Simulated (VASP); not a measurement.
HfO2:

```
Hf O
1.0
     5.11800    0.00000    0.00000
     0.00000    5.18570    0.00000
    -0.85866    0.00000    5.21387
Hf O
4 8
Cartesian
  1.2314 0.2059 1.0845
  3.4573 2.7987 1.5224
  3.0279 4.9798 4.1294
  0.8021 2.3870 3.6914
  1.8842 3.9313 2.5032
  2.8045 1.3384 0.1038
  2.3751 1.2544 2.7107
  1.4549 3.8473 5.1101
  0.0821 1.7196 1.8076
  4.6066 4.3124 0.7993
  4.1773 3.4661 3.4062
  -0.3473 0.8733 4.4146
```

Base run:

| Quantity | Value |
| --- | --- |
| Program | VASP 6.6.1 |
| Functional | PBEsol |
| Potentials or basis | VASP PAW PBE potentials, release 64 (Hf_pv, O) |
| Cutoff | 520 eV |
| k mesh | 4 × 4 × 4 |
| Occupations | gaussian, width 0.05 eV |
| Spin | no spin polarisation |

Its results: band gap on the k mesh 4.01 eV, indirect (least direct gap 4.10 eV); pressure -4.6 GPa; largest force 0.432 eV/Å.

Problem. The run is repeated on the same cell with these changes: functional from PBEsol to PBE. What comes out?

Solution. Band gap on the k mesh 4.11 eV, indirect (least direct gap 4.20 eV); pressure 2.7 GPa; largest force 0.458 eV/Å.

PBE binds less tightly than PBEsol, so the same cell stands under more pressure.

Caveats: spin-orbit coupling is left out, which moves the levels of the heavy elements; the PAW data sets were made with another functional, which shifts forces and pressure a little (some runs).

A k mesh can miss the band edges.
